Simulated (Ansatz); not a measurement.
The parent structure is a 16-atom supercell of LiI in the rock salt structure (space group Fm-3m, No. 225; a = 5.903 Å) at its relaxed geometry.

Computed with plane-wave PAW DFT at the PBEsol level (Ansatz, an electronic-structure program, 420 eV), no SOC.

One thing is altered: a neutral Li on a I site (antisite), atoms relaxed at fixed cell, starting from a slightly rattled geometry.

Tabulated Pauling electronegativity and covalent radius: I 2.66, 1.39 Å; Li 0.98, 1.28 Å.

Problem. What happens to the shift of the substituted atom off its lattice site?

Solution. The shift of the substituted atom off its lattice site is 1.69 Å.

Problem. Predict the new largest displacement of a host atom from its site in the perfect cell.

Solution. The largest displacement of a host atom from its site in the perfect cell comes out as 0.85 Å.

The magnetic state is the one reached from the starting moments; the real material's order can differ, and small cells can't hold many antiferromagnetic ones. In so small a cell the defect repeats every few ångströms: this is an ordered compound, not a dilute defect. Seeded moments were not kept for Li on a I site (antisite). The defect cell is spin-polarised and ends with 0.0 μB.
